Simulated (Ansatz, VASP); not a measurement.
Ti: VASP beside Ansatz

```
Ti
1.0
     2.81463    0.00000    0.00000
    -1.40732    2.43754    0.00000
     0.00000    0.00000    4.55970
Ti
2
Direct
  0.33333 0.66667 0.25000
  0.66667 0.33333 0.75000
```

Alike in both runs: task relaxation of cell and atoms; functional PBE; k mesh 13 × 13 × 7; occupations fermi-dirac, width 0.05 eV; no spin polarisation.

|  | VASP | Ansatz |
| --- | --- | --- |
| version | VASP 6.6.1 | Ansatz 0.2.0 |
| potentials or method | VASP PAW PBE potentials, release 64 (Ti_sv) | PAW with Ansatz's default frozen-core files, scalar-relativistic |
| plane-wave cutoff (eV) | 600 | 420 |
| valence electrons in the cell | 24 | 24 |

|  | VASP | Ansatz | Ansatz less VASP |
| --- | --- | --- | --- |
| relaxed volume (Å³/atom) | 17.36 | 17.40 | +0.041 |
| relaxed cell length with the largest relative difference (Å) | 4.649 | 4.653 | +0.0042 |
| energy change over the relaxation (meV/atom) | -70 | -74 | -4.0 |
